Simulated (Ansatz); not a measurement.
# ZnS (P6_3mc): relaxation of cell and ions, by script

What cell does ZnS (P6_3mc) relax to? The task is a relaxation of cell and ions, for ZnS (P6_3mc).

Program: Ansatz 0.2.0 through its Python package. Level of theory: DFT PBE, plane waves, PAW. These are calculated values, not measurements.

## 1. The structure

The structure is hexagonal, space group P6_3mc (No. 186). Conventional cell: a = 3.811 Å, b = 3.811 Å, c = 6.234 Å, α = 90.00°, β = 90.00°, γ = 120.00°. Around Zn (site symmetry 3m) lie 4 S at 2.31 to 2.40 Å. S (site symmetry 3m) has 4 Zn at 2.31 to 2.40 Å in its first shell of neighbours.

Input file zns.cif:

```cif
data_ZnS
_cell_length_a 3.811000
_cell_length_b 3.811000
_cell_length_c 6.234000
_cell_angle_alpha 90.00000
_cell_angle_beta 90.00000
_cell_angle_gamma 120.00000
_symmetry_space_group_name_H-M 'P 1'
_symmetry_Int_Tables_number 1
loop_
_symmetry_equiv_pos_as_xyz
'x, y, z'
loop_
_atom_site_label
_atom_site_type_symbol
_atom_site_fract_x
_atom_site_fract_y
_atom_site_fract_z
Zn1 Zn    0.333333    0.666667    0.000000
Zn2 Zn    0.666667    0.333333    0.500000
S3 S    0.333333    0.666667    0.385000
S4 S    0.666667    0.333333    0.885000
```

## 2. Script

vcrelax_zns.py

```python
from dataclasses import dataclass

import ansatz as az
from ase import Atoms
from ase.io import read
from ase.neighborlist import neighbor_list
import numpy as np


@dataclass
class RunConfig:
    xc: str = "PBE"
    kmesh: tuple[int, ...] = (12, 12, 4)
    filling: str = "fixed"
    ecut: int = 420
    fmax: float = 0.01


opts = RunConfig()

def edges_and_angles(cell):
    cell = np.asarray(cell)
    a, b, c = np.linalg.norm(cell, axis=1)
    cosines = cell[1] @ cell[2] / (b * c), cell[0] @ cell[2] / (a * c), cell[0] @ cell[1] / (a * b)
    return (a, b, c, *np.degrees(np.arccos(cosines)))

atoms = read("zns.cif")
system = az.Crystal.from_ase(atoms)

calculation = (
    system.calculation()
    .functional(opts.xc)
    .kpoints(*opts.kmesh)
    .occupations(opts.filling)
    .basis(opts.ecut)
    .pseudopotentials("paw")
    .relax(force_tolerance=opts.fmax, pressure=1)
)
steps = []


def follow(event):
    if event["event"] != "relax_step":
        return
    row = event["data"]
    steps.append(row)
    print(f"step {row['step']:3d}  E = {row['lagrangian_ev']:.5f} eV  largest force component = {row['allowed_force_max_ev_ang']:.4f} eV/A  P = {row['pressure_gpa']:.3f} GPa")


out = calculation.session().plan(threads=1).execute(on_event=follow)
report = out.report

first, last = steps[0], steps[-1]
symbols = [site.symbol for site in out.lattice.sites]
print(f"energy gained {first['lagrangian_ev'] - last['lagrangian_ev']:.4f} eV in {len(steps) - 1} steps")
for label, vectors in (("before", first["cell_ang"]), ("after", out.lattice.cell_ang)):
    print(label, "a b c (A) {:.4f} {:.4f} {:.4f}  angles {:.2f} {:.2f} {:.2f}".format(*edges_and_angles(vectors)), f" V = {abs(np.linalg.det(vectors)):.3f} A^3")
print("final stress xx yy zz (GPa, compression positive):", np.round(np.diag(report["stress_gpa"]), 3) + 0.0)

final = Atoms(symbols, positions=last["positions_ang"], cell=out.lattice.cell_ang, pbc=True)
i, j, d = neighbor_list("ijd", final, 4.5)
print("neighbours within 1.2 times the shortest distance of each atom (A)")
for atom in range(len(final)):
    near = [m for m in np.argsort(d) if i[m] == atom]
    shell = [m for m in near if d[m] < 1.2 * d[near[0]]]
    print(f"{symbols[atom]}{atom} ({len(shell)}):", ", ".join(f"{symbols[j[m]]} {d[m]:.3f}" for m in shell))

print("atom   start x y z (A)              end x y z (A)")
for symbol, a, b in zip(symbols, first["positions_ang"], last["positions_ang"]):
    print(f"{symbol:3s}", " ".join(f"{v:8.4f}" for v in a), "  ", " ".join(f"{v:8.4f}" for v in b))

change = np.array(last["positions_ang"]) @ np.linalg.inv(last["cell_ang"]) - np.array(first["positions_ang"]) @ np.linalg.inv(first["cell_ang"])
moved = np.linalg.norm(change @ np.array(last["cell_ang"]), axis=1)
print("displacement within the cell, strain taken out (A):", " ".join(f"{s}:{d:.3f}" for s, d in zip(symbols, moved)))

print("%-22s %14.5f eV" % ("F = E - TS", report["free_energy_ev"]))
print("%-22s %14.5f eV" % ("E", report["internal_energy_ev"]))
print("%-22s %14.5f eV" % ("Harris-Foulkes", report["harris_foulkes_ev"]))
print("%-22s %14.5f eV" % ("Fermi level", report["fermi_energy_ev"]))
```

## 3. The input behind the calls

The engine receives this input:

```yaml
crystal:
  lattice:
    - [3.811, 0.0, 0.0]
    - [-1.905499999999999, 3.300422813822496, 0.0]
    - [0.0, 0.0, 6.234]
  atoms:
    - { symbol: Zn, position: [0.333333, 0.666667, 0.0] }
    - { symbol: Zn, position: [0.666667, 0.333333, 0.5] }
    - { symbol: S, position: [0.333333, 0.666667, 0.38500000000000006] }
    - { symbol: S, position: [0.666667, 0.333333, 0.8849999999999999] }
basis:
  ecutwfc: 420.0
kpoints:
  mp_grid:
    grid: [12, 12, 4]
hamiltonian:
  xc: pbe
  pseudopotentials:
    kind: paw
scf:
  occupations:
    method: fixed
relax:
  f_tol: 0.01
  cell:
    p_target: 1.0
```

## 4. Running it

The run is started by

```sh
python vcrelax_zns.py
```

Output:

```text
DeckWarning: the atoms were moved onto the symmetric positions of the space group found under crystal.symmetry.tolerance 1.0e-5 (fractional; no operation is sought that the atoms, as they stand in a round, miss by more than twice it, and no atom is moved by [...]
step   1  E = -8445.42069 eV  largest force component = 0.3193 eV/A  P = 2.330 GPa
step   2  E = -8445.43998 eV  largest force component = 0.2243 eV/A  P = 1.522 GPa
step   3  E = -8445.45325 eV  largest force component = 0.0218 eV/A  P = 1.015 GPa
step   4  E = -8445.45345 eV  largest force component = 0.0001 eV/A  P = 1.003 GPa
step   5  E = -8445.45395 eV  largest force component = 0.0001 eV/A  P = 1.003 GPa
energy gained 0.0333 eV in 4 steps
before a b c (A) 3.8110 3.8110 6.2340  angles 90.00 90.00 120.00  V = 78.411 A^3
after a b c (A) 3.8267 3.8267 6.2774  angles 90.00 90.00 120.00  V = 79.609 A^3
final stress xx yy zz (GPa, compression positive): [1.    1.    1.007]
neighbours within 1.2 times the shortest distance of each atom (A)
Zn0 (4): S 2.346, S 2.346, S 2.346, S 2.350
Zn1 (4): S 2.346, S 2.346, S 2.346, S 2.350
S2 (4): Zn 2.346, Zn 2.346, Zn 2.346, Zn 2.350
S3 (4): Zn 2.346, Zn 2.346, Zn 2.346, Zn 2.350
atom   start x y z (A)              end x y z (A)
Zn    0.0000   2.2003   0.0000      0.0000   2.2094   0.0333
Zn    1.9055   1.1001   3.1170      1.9134   1.1047   3.1720
S     0.0000   2.2003   2.4001      0.0000   2.2094   2.3834
S     1.9055   1.1001   5.5171      1.9134   1.1047   5.5221
displacement within the cell, strain taken out (A): Zn:0.033 Zn:0.033 S:0.033 S:0.033
F = E - TS                -8445.45395 eV
E                         -8445.45395 eV
Harris-Foulkes            -8445.45395 eV
Fermi level                   5.69077 eV
```

(Warnings from the package without file and line, shortened.)

Run time: 45 s. Hardware: 1 thread of Arm Neoverse V1, shared host; peak memory 0.49 GiB.

## 5. The run's own record

The report of the run holds:

| item | value |
| --- | --- |
| SCF cycles in all | 30 |
| k-points solved | 57 |
| plane waves | 1545 |
| bands | 22 |
| valence electrons | 36 |
| free energy (eV) | -8445.45395 |
| Fermi level (eV) | 5.691 |
| lowest empty less highest filled level on the mesh, by band count (eV) | 2.140 |
| pressure (GPa; positive when compressed) | 1.00 |

## 6. How the relaxation went

Relaxation path:

| step | E - E(step 1) (eV/cell) | largest force component (eV/Å) | pressure (GPa) | volume (Å³) |
| --- | --- | --- | --- | --- |
| 1 | 0.0000 | 0.3193 | 2.33 | 78.41 |
| 2 | -0.0193 | 0.2243 | 1.52 | 79.16 |
| 3 | -0.0326 | 0.0218 | 1.01 | 79.59 |
| 4 | -0.0328 | 0.0001 | 1.00 | 79.61 |
| 5 | -0.0333 | 0.0001 | 1.00 | 79.61 |

Step 1 is the start. Step 5 repeats the geometry before it on a plane-wave basis chosen anew for that cell, so its energy need not be comparable with the rows above.

«Before» is this run's own start.

|  | before | after | change |
| --- | --- | --- | --- |
| a (Å) | 3.811 | 3.827 | +0.4 % |
| b (Å) | 3.811 | 3.827 | +0.4 % |
| c (Å) | 6.234 | 6.277 | +0.7 % |
| volume (Å³/atom) | 19.60 | 19.90 | +1.5 % |
| shortest distance (Å) | 2.314 | 2.346 | +1.4 % |
| space group (0.01 Å) | P6_3mc | P6_3mc | same |

Forces and stress were held to the start's 12 operations: a distortion of lower symmetry was not tested.

Under a set pressure the enthalpy E + pV is minimised, so E itself may rise.

## 7. Results

```
                    quantity                                                                       value
                 free energy                                          -8445.4540 eV (-2111.3635 eV/atom)
     moves of the relaxation                                                                           3
last largest force component                                                                 0.0001 eV/Å
   relaxed conventional cell  a = 3.827 Å, b = 3.827 Å, c = 6.277 Å, α = 90.00°, β = 90.00°, γ = 120.00°
      space group at the end                                                                      P6_3mc
```

The volume grew by 1.5 % over 3 moves under the 1 GPa asked, and the space group stayed P6_3mc. Caveats:
- Part of the cell is held or a pressure is applied, so the end point needn't be the zero-pressure lattice.
- At a fixed pressure a relaxation lowers the enthalpy F + PV, while F alone can rise.
- Under fixed occupations the level called the Fermi level is the highest filled one on the SCF mesh; off the mesh a filled band can lie a little above it.
- Only differences from the Fermi energy are physical; the zero of the scale is a convention.
- Energies along a relaxation are free energies. Rows at an unchanged volume are solved on a plane-wave basis chosen afresh for that cell, so the energy jumps there and such rows are no steps of the walk.
- Symmetry holds the cell in this phase, whether or not it is the stable one at this pressure.
